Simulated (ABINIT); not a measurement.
Crystal: Ir.

```
Ir
1.0
     2.75138    0.00000    0.00000
    -1.37569    2.38276    0.00000
     0.00000    0.00000    4.46229
Ir
2
Cartesian
  0.0000 1.5885 1.1156
  1.3757 0.7943 3.3467
```

This isn't the form of Ir at room conditions, which is fcc.

```yaml
Program: ABINIT 10.8.3 (patched build)
Task: relaxation of cell and atoms
Functional: PBEsol
Potentials_or_basis: JTH PAW PBE v2.0
Cutoff: 435 eV
k_mesh: 11 × 11 × 6
Occupations: fermi-dirac, width 0.05 eV
Spin: no spin polarisation
```

At the start: pressure -11.7 GPa; volume 14.63 Å³/atom.

**Question.** How do energy, volume and symmetry change on relaxing?

**Answer.** Over 4 steps the energy falls by 17.8 meV/atom and the volume is 14.16 Å³/atom (-3.2 %); space group P6_3/mmc (No. 194, to 0.05 Å).

Step by step:
```
step  energy change (eV)  largest force (eV/Å)  pressure (GPa)  volume (Å³)
   1              0.0000                0.0000          -11.67        29.25
   2             -0.0352                0.0000            1.25        28.22
   3             -0.0355                0.0000           -0.07        28.32
   4             -0.0355                0.0000            0.00        28.31
```

Final structure:
```xyz
2
Lattice="2.7219 0.0000 0.0000 -1.3610 2.3573 0.0000 0.0000 0.0000 4.4126" Properties=species:S:1:pos:R:3 pbc="T T T"
Ir    0.0000    1.5715    1.1031
Ir    1.3610    0.7858    3.3094
```

Caveat: the PAW data sets were made with another functional, which shifts forces and pressure a little.
